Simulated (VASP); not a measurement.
Set up this calculation in VASP 6.6.1, as the native input.

```yaml
Task: single point
Functional: PBE
Potentials_or_basis: VASP PAW PBE potentials, release 64 (Li_sv)
Cutoff: 520 eV
k_mesh: 10 × 10 × 10
Occupations: fermi-dirac, width 0.05 eV
Spin: no spin polarisation
Further_INCAR_settings: ALGO = Normal; EDIFF = 1e-07; NBANDS = 12
```

The structure of Li lies in POSCAR:

```
Li
1.0
    1.5505000000      0.8951815924      7.5883000000
   -1.5505000000      0.8951815924      7.5883000000
    0.0000000000     -1.7903631848      7.5883000000
Li
3
Direct
    0.7780000000      0.7780000000      0.7780000000
    0.2220000000      0.2220000000      0.2220000000
    0.0000000000      0.0000000000      0.0000000000
```

This isn't the form of Li at room conditions, which is bcc.

These files were run (other wordings do the same):

INCAR

```
SYSTEM = Li
ALGO = Normal ; EDIFF = 1E-7
ENCUT = 520 ; GGA = PE
ISIF = 2 ; ISMEAR = -1
LASPH = .TRUE. ; LCHARG = .TRUE.
LELF = .TRUE. ; LREAL = .FALSE.
LVHAR = .TRUE. ; LWAVE = .FALSE.
NBANDS = 12 ; NELM = 60
PREC = Accurate ; SIGMA = 0.05
```

KPOINTS

```
k-points
0
G
  10 10 10
  0 0 0
```

Potentials or basis: VASP PAW PBE potentials, release 64 (Li_sv).

Run with:

```sh
$ cat potpaw_PBE.64/Li_sv/POTCAR > POTCAR
$ mpirun -np 1 vasp_std > vasp.out
```

It gave:

The largest force is 0.009 eV/Å and the band gap on the k mesh is none (metal or under the smearing width).

It took 5.9 min on 1 thread of Intel(R) Xeon(R) Platinum 8488C (Sapphire Rapids) (shared host), peak memory 0.47 GiB.
